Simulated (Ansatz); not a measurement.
The system is TaN.

```
Ta N
1.0
     2.93800    0.00000    0.00000
    -1.46900    2.54438    0.00000
     0.00000    0.00000    2.88300
Ta N
1 1
Direct
  0.33333 0.66667 0.50000
  0.00000 0.00000 0.00000
```

* Program: Ansatz 0.2.0
* Task: relaxation of cell and atoms
* Functional: HSEsol
* Potentials or basis: Ansatz PAW
* Cutoff: 420 eV (not typed: the program's choice for these potentials)
* k mesh: 5 × 5 × 5
* Occupations: fermi-dirac, width 0.05 eV
* Spin: no spin polarisation

At the start: volume 10.78 Å³/atom.

Q: Where does the relaxation end?

A: It ends after 8 steps and the volume is 10.50 Å³/atom (-2.6 %); space group P-6m2 (No. 187, to 0.05 Å).

Step by step:
```
step  energy change (eV)  largest force (eV/Å)  volume (Å³)
   1              0.0000                0.0000        21.55
   2             -0.0100                0.0000        20.63
   3             -0.0179                0.0000        21.00
   4             -0.0187                0.0000        21.00
   5             -0.0187                0.0000        21.00
   6             -0.0175                0.0000        21.00
   7             -0.0175                0.0000        20.99
   8             -0.0175                0.0000        20.99
```

Final structure:
```xyz
2
Lattice="2.9132 0.0000 0.0000 -1.4566 2.5229 0.0000 0.0000 0.0000 2.8559" Properties=species:S:1:pos:R:3 pbc="T T T"
Ta    0.0000    1.6819    1.4280
N     0.0000    0.0000    0.0000
```

Caveat: the k mesh is coarse (spacing up to 0.49 Å⁻¹), so the values aren't converged, least of all with exact exchange; the plane-wave basis is chosen anew once the cell has moved, so the energies of steps on either side of that aren't comparable; the pressure holds a Pulay correction of +0.4 GPa for the finite cutoff; the PAW data sets come from PBE, with cores solved anew for the run's functional, which leaves a small shift of forces and pressure.
